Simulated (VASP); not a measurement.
# BN: optical spectrum, part 2 of 3

What does the band structure of BN give for its optical response? The cell is of the wurtzite type, one of the forms listed for this formula. The start is a cell from a database of measured crystal structures.

VASP 6.6.1, plane waves and PAW; the level of theory is named at each step.

So far, gap on the k-mesh (eV): step 2 (ground state) 5.40; step 3 (spectrum) 5.31.

The database entry behind the starting cell has ideal inner coordinates that were not refined, so it need not match the best structure at ambient conditions.

## Step 4: Static response with local fields

Level of this step: PBE; plane waves and PAW (N, B) (VASP).

Perturbation theory (LEPSILON) gives the dielectric tensor with local fields, and the Born charges.

INCAR

```
SYSTEM = BN
PREC = Accurate
ENCUT = 520
EDIFF = 1E-08
NELM = 100
ISMEAR = 0
SIGMA = 0.01
LREAL = .FALSE.
ALGO = Normal
GGA = PE
NBANDS = 14
LWAVE = .FALSE.
LCHARG = .FALSE.
KPAR = 4
LEPSILON = .TRUE.
```

POSCAR

```
BN
1.0
    2.5360000000      0.0000000000      0.0000000000
   -1.2680000000      2.1962404240      0.0000000000
    0.0000000000      0.0000000000      4.1990000000
N B
2 2
Direct
    0.3333333333      0.6666666667      0.8750000000
    0.6666666667      0.3333333333      0.3750000000
    0.3333333333      0.6666666667      0.5000000000
    0.6666666667      0.3333333333      0.0000000000
```

KPOINTS

```
Automatic mesh
0
Gamma
14 14 8
0 0 0
```

Potentials, in the order of the species: N and B (PBE family, release 64).

Run with:

```
$ mpirun -np 4 vasp_std
```

The program printed:

```text
[... set-up lines as in an earlier step ...]
 entering main loop
       N       E                     dE             d eps       ncg     rms          rms(c)
DAV:   1     0.426765684608E+02    0.42677E+02   -0.85639E+03  3368   0.111E+03
DAV:   2    -0.342829741514E+02   -0.76960E+02   -0.72158E+02  4662   0.249E+02
DAV:   3    -0.367861642353E+02   -0.25032E+01   -0.24946E+01  4710   0.424E+01
DAV:   4    -0.367963159579E+02   -0.10152E-01   -0.10151E-01  3540   0.295E+00
DAV:   5    -0.367963935460E+02   -0.77588E-04   -0.77586E-04  4508   0.227E-01    0.958E+00
DAV:   6    -0.349958020023E+02    0.18006E+01   -0.35760E+00  4284   0.156E+01    0.459E+00
DAV:   8    -0.348197722495E+02    0.29228E-01   -0.63955E-02  3702   0.219E+00    0.244E-01
DAV:   9    -0.348187183931E+02    0.10539E-02   -0.22935E-03  4494   0.509E-01    0.131E-01
DAV:  10    -0.348189722460E+02   -0.25385E-03   -0.41383E-04  3852   0.179E-01    0.263E-02
DAV:  11    -0.348189779387E+02   -0.56928E-05   -0.52523E-05  4374   0.634E-02    0.142E-02
DAV:  12    -0.348189790122E+02   -0.10735E-05   -0.73474E-06  4278   0.264E-02    0.204E-03
DAV:  13    -0.348189791336E+02   -0.12145E-06   -0.21499E-07  4080   0.498E-03    0.882E-04
DAV:  14    -0.348189791404E+02   -0.67650E-08   -0.14143E-08  3460   0.126E-03
   1 F= -.34818979E+02 E0= -.34818979E+02  d E =-.738586E-30
 Linear response reoptimize wavefunctions to high precision
DAV:   1    -0.348189791508E+02   -0.10376E-07   -0.67349E-09  4026   0.633E-04
DAV:   2    -0.348189791508E+02    0.40927E-11   -0.57528E-11  2112   0.806E-05
 Linear response G [H, r] |phi>, progress :
  Direction:   1
       N       E                     dE             d eps       ncg     rms
RMM:   1    -0.635856241180E+02   -0.63586E+02    0.74138E+01  8006   0.772E+01
RMM:   2    -0.545462641313E+02    0.90394E+01   -0.67080E+00  5719   0.180E+01
RMM:   3    -0.543785822911E+02    0.16768E+00   -0.58475E-01  6404   0.141E+00
RMM:   4    -0.543331712507E+02    0.45411E-01   -0.84109E-02  6765   0.188E-01
RMM:   5    -0.543261975365E+02    0.69737E-02   -0.13664E-02  6764   0.262E-02
RMM:   6    -0.543250458726E+02    0.11517E-02   -0.21203E-03  6864   0.444E-03
RMM:   7    -0.543248713032E+02    0.17457E-03   -0.37369E-04  6491   0.980E-04
RMM:   8    -0.543248421665E+02    0.29137E-04   -0.81098E-05  5152   0.389E-04
RMM:   9    -0.543248410613E+02    0.11052E-05   -0.75327E-05  4588   0.311E-04
RMM:  10    -0.543248400449E+02    0.10165E-05   -0.94050E-05  4418   0.299E-04
RMM:  11    -0.543248440661E+02   -0.40212E-05   -0.68728E-05  4355   0.300E-04
RMM:  12    -0.543248430127E+02    0.10534E-05   -0.49446E-05  4308   0.307E-04
 Linear response G [H, r] |phi>, progress :
  Direction:   2
       N       E                     dE             d eps       ncg     rms
RMM:   1    -0.706912310390E+02   -0.70691E+02   -0.30248E+01  7556   0.738E+01
RMM:   2    -0.640528884587E+02    0.66383E+01   -0.33938E+00  5628   0.154E+01
RMM:   3    -0.640128637582E+02    0.40025E-01    0.66962E-02  6376   0.113E+00
RMM:   4    -0.640205463531E+02   -0.76826E-02    0.16801E-02  6732   0.148E-01
RMM:   5    -0.640220137308E+02   -0.14674E-02    0.25285E-03  6672   0.192E-02
RMM:   6    -0.640222240064E+02   -0.21028E-03    0.43753E-04  6778   0.308E-03
RMM:   7    -0.640222476359E+02   -0.23629E-04    0.20118E-04  6166   0.671E-04
RMM:   8    -0.640222497991E+02   -0.21632E-05    0.17751E-04  4856   0.302E-04
RMM:   9    -0.640222490378E+02    0.76133E-06    0.17253E-04  4377   0.262E-04
RMM:  10    -0.640222509834E+02   -0.19456E-05    0.86475E-05  4295   0.258E-04
RMM:  11    -0.640222508829E+02    0.10051E-06    0.16735E-04  4214   0.258E-04
RMM:  12    -0.640222498345E+02    0.10484E-05    0.14090E-04  4043   0.263E-04
 Linear response G [H, r] |phi>, progress :
  Direction:   3
       N       E                     dE             d eps       ncg     rms
RMM:   1    -0.703307521249E+02   -0.70331E+02    0.57451E+00  7827   0.754E+01
RMM:   2    -0.590365267925E+02    0.11294E+02   -0.36704E+00  5625   0.166E+01
RMM:   3    -0.590693668699E+02   -0.32840E-01   -0.26586E-02  6129   0.127E+00
RMM:   4    -0.590706386220E+02   -0.12718E-02   -0.38516E-04  6550   0.162E-01
RMM:   5    -0.590706563912E+02   -0.17769E-04   -0.14653E-05  6482   0.217E-02
RMM:   6    -0.590706570488E+02   -0.65754E-06   -0.16166E-06  6506   0.345E-03
RMM:   7    -0.590706568960E+02    0.15277E-06    0.28850E-07  5985   0.742E-04
RMM:   8    -0.590706568923E+02    0.37336E-08    0.22940E-07  4710   0.277E-04
RMM:   9    -0.590706568894E+02    0.29144E-08    0.73745E-07  4242   0.220E-04
RMM:  10    -0.590706568875E+02    0.18666E-08    0.17883E-06  4122   0.211E-04
RMM:  11    -0.590706568881E+02   -0.58982E-09    0.42879E-06  4010   0.211E-04
RMM:  12    -0.590706568866E+02    0.14374E-08   -0.34623E-07  3857   0.213E-04
 Linear response to external field (no local field effect), progress :
  Direction:   1
       N       E                     dE             d eps       ncg     rms          rms(c)
RMM:   1    -0.198250637893E+00   -0.19825E+00   -0.57022E-01  6930   0.265E+00
RMM:   2    -0.199753040801E+00   -0.15024E-02   -0.14176E-03  5584   0.289E-01
RMM:   3    -0.199765312465E+00   -0.12272E-04   -0.11547E-05  6023   0.208E-02
RMM:   4    -0.199765506023E+00   -0.19356E-06   -0.18682E-07  6164   0.246E-03
RMM:   5    -0.199765509119E+00   -0.30962E-08   -0.31373E-09  5524   0.325E-04
 change of polarisation eV/A/(eV/A) component  1 :     0.400    -0.162    -0.047
 dielectric tensor                  component  1 :     4.091    -1.253    -0.364
 Linear response to external field (no local field effect), progress :
  Direction:   2
       N       E                     dE             d eps       ncg     rms          rms(c)
RMM:   1    -0.269691913358E+00   -0.26969E+00   -0.81516E-01  6818   0.286E+00
RMM:   2    -0.271081999800E+00   -0.13901E-02   -0.17609E-03  5580   0.301E-01
RMM:   3    -0.271095424745E+00   -0.13425E-04   -0.13118E-05  6007   0.212E-02
RMM:   4    -0.271095645978E+00   -0.22123E-06   -0.21550E-07  6137   0.244E-03
RMM:   5    -0.271095649358E+00   -0.33803E-08   -0.49280E-09  5363   0.329E-04
 change of polarisation eV/A/(eV/A) component  2 :    -0.162     0.542    -0.026
 dielectric tensor                  component  2 :    -1.253     5.195    -0.200
 Linear response to external field (no local field effect), progress :
  Direction:   3
       N       E                     dE             d eps       ncg     rms          rms(c)
RMM:   1    -0.244776059466E+00   -0.24478E+00   -0.76706E-01  6719   0.268E+00
RMM:   2    -0.246306759465E+00   -0.15307E-02   -0.16711E-03  5608   0.282E-01
RMM:   3    -0.246319674147E+00   -0.12915E-04   -0.99432E-06  5782   0.190E-02
RMM:   4    -0.246319826347E+00   -0.15220E-06   -0.16792E-07  5996   0.209E-03
RMM:   5    -0.246319829884E+00   -0.35373E-08   -0.39577E-09  5031   0.263E-04
 change of polarisation eV/A/(eV/A) component  3 :    -0.047    -0.026     0.493
 dielectric tensor                  component  3 :    -0.364    -0.199     4.812
 Linear response to external field, progress :
  Direction:   1
       N       E                     dE             d eps       ncg     rms          rms(c)
RMM:   1    -0.234003109758E+00   -0.23400E+00   -0.69301E-01 24610   0.274E+00
RMM:   2    -0.235417759686E+00   -0.14146E-02   -0.15696E-03 20122   0.292E-01    0.817E-01
RMM:   3    -0.233058405497E+00    0.23594E-02   -0.24622E-03 21233   0.359E-01    0.487E-01
RMM:   4    -0.244679924015E+00   -0.11622E-01   -0.35819E-03 21481   0.445E-01    0.609E-02
RMM:   5    -0.246185672367E+00   -0.15057E-02   -0.74632E-05 21859   0.691E-02    0.629E-03
RMM:   6    -0.246258104270E+00   -0.72432E-04   -0.83421E-07 22928   0.752E-03    0.311E-03
RMM:   7    -0.246317668139E+00   -0.59564E-04   -0.25495E-07 22274   0.491E-03    0.306E-04
RMM:   8    -0.246321246687E+00   -0.35785E-05    0.38831E-10 23060   0.371E-04    0.134E-04
RMM:   9    -0.246320816018E+00    0.43067E-06   -0.25928E-08 19596   0.277E-04    0.171E-05
RMM:  10    -0.246320893429E+00   -0.77412E-07   -0.20516E-08 13367   0.414E-05    0.476E-06
 change of polarisation eV/A/(eV/A) component  1 :     0.457    -0.016     0.000
 dielectric tensor                  component  1 :     4.533    -0.125     0.000
 Linear response to external field, progress :
  Direction:   2
       N       E                     dE             d eps       ncg     rms          rms(c)
RMM:   1    -0.234053322399E+00   -0.23405E+00   -0.69351E-01 24560   0.271E+00
RMM:   2    -0.235418096325E+00   -0.13648E-02   -0.15541E-03 20063   0.288E-01    0.817E-01
RMM:   3    -0.233058957105E+00    0.23591E-02   -0.24555E-03 21170   0.359E-01    0.487E-01
RMM:   4    -0.244679318586E+00   -0.11620E-01   -0.35800E-03 21481   0.445E-01    0.609E-02
RMM:   5    -0.246184267747E+00   -0.15049E-02   -0.74442E-05 21762   0.691E-02    0.627E-03
RMM:   6    -0.246258200295E+00   -0.73933E-04   -0.83430E-07 22837   0.754E-03    0.312E-03
RMM:   7    -0.246317130784E+00   -0.58930E-04   -0.24703E-07 22197   0.485E-03    0.276E-04
RMM:   8    -0.246320819929E+00   -0.36891E-05    0.13597E-08 22869   0.326E-04    0.105E-04
RMM:   9    -0.246320555111E+00    0.26482E-06    0.92015E-08 19594   0.272E-04    0.526E-05
RMM:  10    -0.246320887300E+00   -0.33219E-06    0.33162E-09 13870   0.500E-05    0.744E-06
 change of polarisation eV/A/(eV/A) component  2 :    -0.045     0.457    -0.000
 dielectric tensor                  component  2 :    -0.348     4.533    -0.000
 Linear response to external field, progress :
  Direction:   3
       N       E                     dE             d eps       ncg     rms          rms(c)
RMM:   1    -0.244776059466E+00   -0.24478E+00   -0.76706E-01  6719   0.268E+00
RMM:   2    -0.246306759981E+00   -0.15307E-02   -0.16711E-03  5610   0.282E-01    0.845E-01
RMM:   3    -0.244257880443E+00    0.20489E-02   -0.22890E-03  5726   0.349E-01    0.505E-01
RMM:   4    -0.256688455504E+00   -0.12431E-01   -0.34562E-03  5832   0.440E-01    0.581E-02
RMM:   5    -0.258083684209E+00   -0.13952E-02   -0.71134E-05  5866   0.673E-02    0.628E-03
RMM:   6    -0.258154138949E+00   -0.70455E-04   -0.83469E-07  6168   0.740E-03    0.310E-03
RMM:   7    -0.258207352190E+00   -0.53213E-04   -0.22342E-07  6017   0.433E-03    0.194E-04
RMM:   8    -0.258213679417E+00   -0.63272E-05   -0.55832E-09  6230   0.354E-04    0.989E-05
RMM:   9    -0.258213798328E+00   -0.11891E-06   -0.11371E-09  5218   0.229E-04    0.313E-05
RMM:  10    -0.258213910859E+00   -0.11253E-06   -0.21149E-10  3472   0.402E-05    0.406E-06
 change of polarisation eV/A/(eV/A) component  3 :    -0.047    -0.026     0.479
 dielectric tensor                  component  3 :    -0.364    -0.200     4.705
 Born effective charges drift removed
```

Run time: 83 s. Hardware: 4 MPI ranks of Intel Xeon Platinum 8488C (Sapphire Rapids), shared host; peak memory 1.6 GiB; 5.5 min of CPU time.

From OUTCAR (step 4):

```text
 Found    120 irreducible k-points:

   k-points           NKPTS =    120   k-points in BZ     NKDIM =    120   number of bands    NBANDS=     14

   NELECT =      16.0000    total number of electrons

  Total        1.2695787      1.2695787      1.0848535      0.0000000      0.0000000      0.0000000
  in kB       86.9751544     86.9751544     74.3201675      0.0000000      0.0000000      0.0000000
  external PRESSURE =      82.7568254 kB  Pullay stress =       0.0000000 kB

 POSITION                                       TOTAL-FORCE (eV/Angst)
 -----------------------------------------------------------------------------------
     -0.00000      1.46416      3.67413         0.000000      0.000000     -0.059030
      1.26800      0.73208      1.57462         0.000000     -0.000000     -0.059030
     -0.00000      1.46416      2.09950        -0.000000      0.000000      0.059030
      1.26800      0.73208      0.00000        -0.000000     -0.000000      0.059030
 -----------------------------------------------------------------------------------
    total drift:                               -0.000000      0.000000     -0.000030

 MACROSCOPIC STATIC DIELECTRIC TENSOR (including local field effects in DFT)
 ------------------------------------------------------
           4.532914    -0.000000    -0.000000
           0.000000     4.532914     0.000000
           0.000000     0.000000     4.704956
 ------------------------------------------------------

 PIEZOELECTRIC TENSOR (including local field effects)  for field in x, y, z        (C/m^2)
          XX          YY          ZZ          XY          YZ          ZX
  --------------------------------------------------------------------------------
  x     0.00000    -0.00000     0.00000     0.00000     0.00000     0.61203
  y    -0.00000    -0.00000     0.00000     0.00000     0.61203     0.00000
  z     0.51154     0.51154    -1.06360     0.00000    -0.00000     0.00000

 BORN EFFECTIVE CHARGES (including local field effects) (in |e|, cummulative output)
 ---------------------------------------------------------------------------------
 ion    1
    1    -1.83219     0.00000     0.00000
    2    -0.00000    -1.83219     0.00000
    3     0.00000    -0.00000    -1.93324
 ion    2
    1    -1.83219     0.00000     0.00000
    2     0.00000    -1.83219     0.00000
    3     0.00000     0.00000    -1.93324
 ion    3
    1     1.83219    -0.00000     0.00000
    2     0.00000     1.83219     0.00000
    3     0.00000    -0.00000     1.93324
 ion    4
    1     1.83219     0.00000    -0.00000
    2     0.00000     1.83219     0.00000
    3     0.00000     0.00000     1.93324

[... 9 parts as in an earlier step ...]
```

Energies printed during the response cycles are not total energies of the cell.

This step gave:

- Fermi energy: 7.756 eV
- gap on the k-mesh: 5.305 eV

Electronic dielectric tensor with local fields:

```
4.53 0.00 0.00
0.00 4.53 0.00
0.00 0.00 4.70
```

Born effective charge (e), principal values of the symmetric part by kind of site:

```tsv
atom	atoms with these values	low	middle	high	mean
N1	2	-1.93	-1.83	-1.83	-1.87
B3	2	1.83	1.83	1.93	1.87
```

In full for B3:

```
1.83 0.00 0.00
0.00 1.83 0.00
0.00 0.00 1.93
```

Piezoelectric tensor with clamped ions (C/m²), by row:

```tsv
field	xx	yy	zz	xy	yz	zx
x	0	0	0	0	0	0.612
y	0	0	0	0	0.612	0
z	0.5115	0.5115	-1.064	0	0	0
```

The mean electronic (clamped-ion) dielectric constant is 4.59.

## Step 5: Spectrum at r2SCAN

This step: r2SCAN; plane waves and PAW (N, B) (VASP 6.6.1).

The spectrum is made again with r2SCAN.

INCAR

```
SYSTEM = BN
PREC = Accurate
ENCUT = 520
EDIFF = 1E-07
NELM = 100
ISMEAR = 0
SIGMA = 0.05
LREAL = .FALSE.
ALGO = Normal
METAGGA = R2SCAN
LASPH = .TRUE.
NBANDS = 20
LWAVE = .FALSE.
LCHARG = .FALSE.
KPAR = 4
LOPTICS = .TRUE.
NEDOS = 2000
CSHIFT = 0.15
```

POSCAR is that of step 4.

KPOINTS is that of step 4.

Run with:

```
$ mpirun -np 4 vasp_std
```

The program printed:

```text
[banner, memory and clock lines left out]
running    4 mpi-ranks, on    1 nodes
 distrk:  each k-point on    1 cores,    4 groups
 distr:  one band on    1 cores,    1 groups

 POSCAR found type information on POSCAR N B
 POSCAR found :  2 types and       4 ions
|                                                                             |
|               ----> ADVICE to this user running VASP <----                  |
|                                                                             |
|     You enforced a specific xc type in the INCAR file but a different       |
|     [... a line on the potential file left out ...]
|     I HOPE YOU KNOW WHAT YOU ARE DOING!                                     |
|                                                                             |

 LDA part: xc-table for (None), standard interpolation
 POSCAR, INCAR and KPOINTS ok, starting setup
 FFT: planning ... GRIDC
 FFT: planning ... GRID_SOFT
 FFT: planning ... GRID
 WAVECAR not read
 entering main loop
       N       E                     dE             d eps       ncg     rms          rms(c)
DAV:   1     0.324892703600E+02    0.32489E+02   -0.81510E+03  4816   0.803E+02
DAV:   2    -0.426217366831E+02   -0.75111E+02   -0.70813E+02  6156   0.214E+02
DAV:   3    -0.447839166791E+02   -0.21622E+01   -0.21448E+01  5784   0.308E+01
DAV:   4    -0.447887957471E+02   -0.48791E-02   -0.48785E-02  5272   0.158E+00
DAV:   5    -0.447888018773E+02   -0.61302E-05   -0.61300E-05  5620   0.570E-02    0.945E+00
DAV:   6    -0.382722618759E+02    0.65165E+01   -0.12346E+00  5092   0.879E+00    0.508E+00
DAV:   7    -0.382642641478E+02    0.79977E-02   -0.48131E-01  5328   0.474E+00    0.263E+00
DAV:   8    -0.382644754355E+02   -0.21129E-03   -0.23375E-02  5152   0.149E+00    0.317E-01
DAV:   9    -0.382620208893E+02    0.24545E-02   -0.29407E-03  5876   0.683E-01    0.106E-01
DAV:  10    -0.382621666131E+02   -0.14572E-03   -0.68481E-04  5204   0.190E-01    0.782E-02
DAV:  11    -0.382621511130E+02    0.15500E-04   -0.32889E-05  5228   0.651E-02    0.160E-02
DAV:  12    -0.382621535160E+02   -0.24031E-05   -0.94476E-06  5484   0.252E-02    0.372E-03
DAV:  13    -0.382621542179E+02   -0.70185E-06   -0.17639E-07  5212   0.393E-03    0.199E-03
DAV:  14    -0.382621542643E+02   -0.46412E-07   -0.18129E-08  2588   0.131E-03
   1 F= -.38262154E+02 E0= -.38262154E+02  d E =-.167936E-10
 optical routines
 imaginary and real dielectric function
 direction            1
 direction            2
 direction            3
```

Elapsed: 38 s, on 4 MPI ranks; peak memory 0.83 GiB.

Parts of OUTCAR (step 5):

```text
   NELECT =      16.0000    total number of electrons

 E-fermi :   7.7147

 k-point     1 :       0.0000    0.0000    0.0000
  band No.  band energies     occupation
    ...
      4       5.3077      2.00000
      5       5.3077      2.00000
      6       7.2738      2.00000
      7       7.5238      2.00000
      8       7.5238      2.00000
      9      16.6573      0.00000
     10      16.6573      0.00000
     11      16.8430      0.00000
     12      17.8779      0.00000
     13      19.2361      0.00000
    ...

  Total        0.7079017      0.7079017      0.5531669      0.0000000      0.0000000      0.0000000
  in kB       48.4962899     48.4962899     37.8958626      0.0000000      0.0000000      0.0000000
  external PRESSURE =      44.9628142 kB  Pullay stress =       0.0000000 kB

 POSITION                                       TOTAL-FORCE (eV/Angst)
 -----------------------------------------------------------------------------------
     -0.00000      1.46416      3.67413         0.000000     -0.000000     -0.050151
      1.26800      0.73208      1.57462        -0.000000      0.000000     -0.050151
     -0.00000      1.46416      2.09950         0.000000     -0.000000      0.050151
      1.26800      0.73208      0.00000        -0.000000     -0.000000      0.050151
 -----------------------------------------------------------------------------------
    total drift:                               -0.000000      0.000000     -0.002219

  FREE ENERGIE OF THE ION-ELECTRON SYSTEM (eV)
  ---------------------------------------------------
  free  energy   TOTEN  =       -38.2621542643 eV

  energy  without entropy=      -38.2621542643  energy(sigma->0) =      -38.26215426

 plasma frequency squared (from intraband transitions) (eV^2)
  --------------------------------------------------------------------------------------
       0.000       0.000       0.000
       0.000       0.000      -0.000
       0.000      -0.000       0.000

[... 9 parts as in an earlier step ...]

[... 7 further parts left out ...]
```

The PAW data sets were made with PBE, which is usual practice but a small mismatch for other functionals.

This step gave:

```yaml
free_energy_toten: -38.26 eV
fermi_energy: 7.715 eV
pressure: 4.496 GPa
gap_on_the_k_mesh: 5.839 eV
least_direct_gap_on_the_k_mesh: 9.042 eV
```

The imaginary dielectric function has structure finer than the step of the table below, so its rows give means over 1 eV, whole bins alone (the curve runs from 0 to 25.0 eV). Peaks (eV: height): xx 12.1: 14.2; zz 11.2: 13.4, 14.3: 9.22.

Absorption under the direct gap is the tail of the CSHIFT broadening, and fine structure depends on the mesh. The imaginary dielectric function by photon energy; means over each step:

```tsv
photon energy (eV)	xx	zz
1	0.00558	0.00631
2	0.0116	0.0131
3	0.0186	0.0212
4	0.0273	0.0315
5	0.0392	0.0460
6	0.0566	0.0683
7	0.0853	0.108
8	0.142	0.199
9	0.371	0.838
10	1.73	4.57
11	7.82	10.7
12	12.5	10.7
13	10.2	7.92
14	7.51	8.10
15	7.20	6.94
16	5.48	4.83
17	3.68	3.49
18	2.75	2.54
19	2.26	1.76
20	1.79	1.47
21	1.42	1.55
22	1.26	1.36
23	1.05	1.31
24	0.999	0.983
```

Table of real dielectric function by photon energy:

```tsv
photon energy (eV)	xx	zz
0	4.29	4.45
1	4.31	4.47
2	4.36	4.53
3	4.46	4.64
4	4.61	4.82
5	4.83	5.07
6	5.15	5.44
7	5.60	6.01
8	6.32	6.95
9	7.64	9.01
10	10.0	11.3
11	13.6	10.6
12	6.98	1.12
13	1.27	1.88
14	-0.261	1.20
15	-0.908	-2.35
16	-3.17	-2.59
17	-2.52	-2.69
18	-2.36	-2.57
19	-1.86	-1.67
20	-1.56	-1.06
21	-1.23	-0.621
22	-1.01	-0.881
23	-0.778	-0.669
24	-0.719	-0.748
```

[end of part 2 of 3]

[Lines on the potential files, build, host, timing and source positions are cut from VASP's logs without a mark.]

[Logs are printed without paths, hosts, clocks, repeated set-up lines and the standing remarks that a program may print on its own settings, such as how far it seeks lower states.]

[Hosts, paths, dates, database ids (printed as entryN), source tags and the programs' standing remarks are cut or masked in the printed files.]
